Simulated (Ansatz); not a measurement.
(100) slab cut from the bulk of W, 15 Å of vacuum:

```xyz
7
Lattice="3.1836 0.0000 0.0000 0.0000 3.1836 0.0000 0.0000 0.0000 24.5507" Properties=species:S:1:pos:R:3 pbc="T T T"
W     1.5918    1.5918    7.5000
W     0.0000    0.0000    9.0918
W     1.5918    1.5918   10.6836
W     0.0000    0.0000   12.2753
W     1.5918    1.5918   13.8671
W     0.0000    0.0000   15.4589
W     1.5918    1.5918   17.0507
```

Theory: DFT PBE, scalar-relativistic, plane waves, PAW in Ansatz 0.2.0. Cutoff 420 eV; k points 11×11×1 on the computed 7-atom cell (Γ-centred); Gaussian smearing, width 0.10 eV; no spin polarisation. A dipole correction removes the field between periodic images along c.

This base run converges in 9 iterations with a largest force of 1.793 eV/Å and a work function of 4.18 eV on the top face.

One setting at a time is then changed, some of them on purpose to poor values; changes count from the base run, energies are extrapolated to zero smearing, γ keeps the base's bulk energy, atoms stay where they are, and risky runs are capped at 50 to 100 iterations.

Question: What does each change do? mixing β = 0.02; occupations methfessel-paxton 0.2 eV; the slab thickened to 8 atoms (same faces, atoms at the bulk's places); vacuum of 10 Å; vacuum of 5 Å; the slab thinned to 5 atoms (same faces, atoms at the bulk's places); cutoff 300 eV; k mesh 1×1×1; the slab thinned to 4 atoms (same faces, atoms at the bulk's places).

Answer:
```
                                                                change outcome SCF iterations  ΔE (meV/atom)  Δγ (J/m²)  Δφ top (eV) largest force (eV/Å) largest change of a force (eV/Å)
                                                       mixing β = 0.02                converged               9            0.0      0.000         0.00                 1.793                             0.000
                                  occupations methfessel-paxton 0.2 eV                converged               9           -0.3     -0.002         0.00                 1.809                             0.015
the slab thickened to 8 atoms (same faces, atoms at the bulk's places) converged with warnings               9          -92.7     +0.023        +0.02                 1.791
                                                        vacuum of 10 Å  converged with warnings               9            0.0      0.000         0.00                 1.793                             0.000
                                                         vacuum of 5 Å  converged with warnings               9          -25.0     -0.138        -1.17                 1.622                             0.278
  the slab thinned to 5 atoms (same faces, atoms at the bulk's places) converged with warnings               8         +314.9     +0.026        +0.05                 1.710
                                                         cutoff 300 eV  converged with warnings               9          +41.1                    0.00                 1.787                             0.006
                                                          k mesh 1×1×1                converged              22         -660.9     -3.657        +1.63                 2.420                             4.107
  the slab thinned to 4 atoms (same faces, atoms at the bulk's places) converged with warnings               8         +606.2     +0.089        -0.02                 2.030
```

Spin-orbit coupling is left out, which matters for the bands of heavy elements. In some of the runs (vacuum 10, vacuum 5) charge leaks into the vacuum, so their work functions can be off.

Cost: 10 runs of about 3.7 core-minutes in all, on Oxide Virtual Turin-like Processor (Zen 5) (shared hosts).